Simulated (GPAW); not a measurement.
The system is SrO.

```
Sr O
1.0
     0.00000    2.56630    2.56630
     2.56630    0.00000    2.56630
     2.56630    2.56630    0.00000
Sr O
1 1
Direct
  0.50000 0.50000 0.50000
  0.00000 0.00000 0.00000
```

```yaml
Program: GPAW 26.7.0
Task: relaxation of cell and atoms
Functional: PBEsol
Dispersion: D3(BJ)+ATM
Potentials_or_basis: PAW data sets generated in the run's folder for this functional
Cutoff: 800 eV
Basis: pw
k_mesh: 9 × 9 × 9
Occupations: fermi-dirac, width 0.05 eV
Spin: no spin polarisation
```

At the start: pressure -2.3 GPa; volume 16.90 Å³/atom.

Q: How do energy, volume and symmetry change on relaxing?

A: Over 3 steps the energy falls by 2.7 meV/atom and the volume is 16.49 Å³/atom (-2.4 %); space group Fm-3m (No. 225, to 0.05 Å).

The path:
```tsv
step	energy change (eV)	largest force (eV/Å)	pressure (GPa)	volume (Å³)
1	0.0000	0.0000	-2.26	33.80
2	-0.0021	0.0000	-1.80	33.63
3	-0.0054	0.0000	0.06	32.98
```

Final structure:
```
CELL_PARAMETERS angstrom
0.00000 2.54538 2.54538
2.54538 0.00000 2.54538
2.54538 2.54538 0.00000
ATOMIC_POSITIONS crystal
Sr 0.50000 0.50000 0.50000
O 0.00000 0.00000 0.00000
```

Caveat: later steps reuse the first step's grids.
